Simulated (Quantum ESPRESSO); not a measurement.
GaN:

```
CELL_PARAMETERS angstrom
0.00000 2.25350 2.25350
2.25350 0.00000 2.25350
2.25350 2.25350 0.00000
ATOMIC_POSITIONS crystal
Ga 0.00000 0.00000 0.00000
N 0.25000 0.25000 0.25000
```

The cell is a database's computed one.

Base run:

- Program: Quantum ESPRESSO 7.5
- Functional: TASK
- Potentials or basis: SG15 PBE 1.2
- Cutoff: 1197 eV
- Density cutoff: 4789 eV
- k mesh: 8 × 8 × 8
- Occupations: fermi-dirac, width 0.05 eV
- Spin: no spin polarisation

Its results: band gap on the k mesh 2.21 eV, direct; pressure 2.4 GPa.

Task: The run is repeated on the same cell with these changes: functional from TASK to r2SCAN. What comes out?

Result: Band gap on the k mesh 1.87 eV, direct; pressure -3.3 GPa.

Caveats: the potentials were made for another functional, which shifts forces and pressure.
